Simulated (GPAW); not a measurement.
The system is SiO2.

```xyz
6
Lattice="4.2332 0.0000 0.0000 0.0000 4.2332 0.0000 0.0000 0.0000 2.6935" Properties=species:S:1:pos:R:3 pbc="T T T"
Si    0.0000    0.0000    0.0000
Si    2.1166    2.1166    1.3467
O     3.4155    0.8177    1.3467
O     1.2989    1.2989    0.0000
O     0.8177    3.4155    1.3467
O     2.9343    2.9343    0.0000
```

The cell comes from a database or a generator and needn't be the stable form of this composition.

| Item | Value |
| --- | --- |
| Program | GPAW 26.7.0 |
| Task | relaxation of cell and atoms |
| Functional | PBEsol |
| Dispersion | D3(BJ) |
| Potentials or basis | PAW data sets generated in the run's folder for this functional |
| Cutoff | 800 eV |
| Basis | pw |
| k mesh | 5 × 5 × 7 |
| Occupations | fermi-dirac, width 0.05 eV |
| Spin | no spin polarisation |

At the start: pressure -6.3 GPa; volume 8.04 Å³/atom.

Question: How do energy, volume and symmetry change on relaxing?

Answer: Over 8 steps the energy falls by 3.9 meV/atom and the volume is 7.85 Å³/atom (-2.4 %); space group P4_2/mnm (No. 136, to 0.05 Å).

Step by step:
```
step  energy change (eV)  largest force (eV/Å)  pressure (GPa)  volume (Å³)
   1              0.0000                0.0582           -6.34        48.27
   2             -0.0042                0.0490           -5.74        48.16
   3             -0.0215                0.0280            0.17        47.15
   4             -0.0217                0.0126            0.05        47.17
   5             -0.0225                0.0414           -0.06        47.19
   6             -0.0228                0.0566            0.01        47.17
   7             -0.0231                0.0441            0.11        47.13
   8             -0.0232                0.0169            0.09        47.12
```

Final structure:
```
Si O
1.0
     4.18834    0.00000    0.00000
     0.00000    4.18834    0.00000
     0.00000    0.00000    2.68601
Si O
2 4
Direct
  0.00000 0.00000 0.00000
  0.50000 0.50000 0.50000
  0.80554 0.19446 0.50000
  0.30554 0.30554 0.00000
  0.19446 0.80554 0.50000
  0.69446 0.69446 0.00000
```

Caveat: later steps reuse the first step's grids.
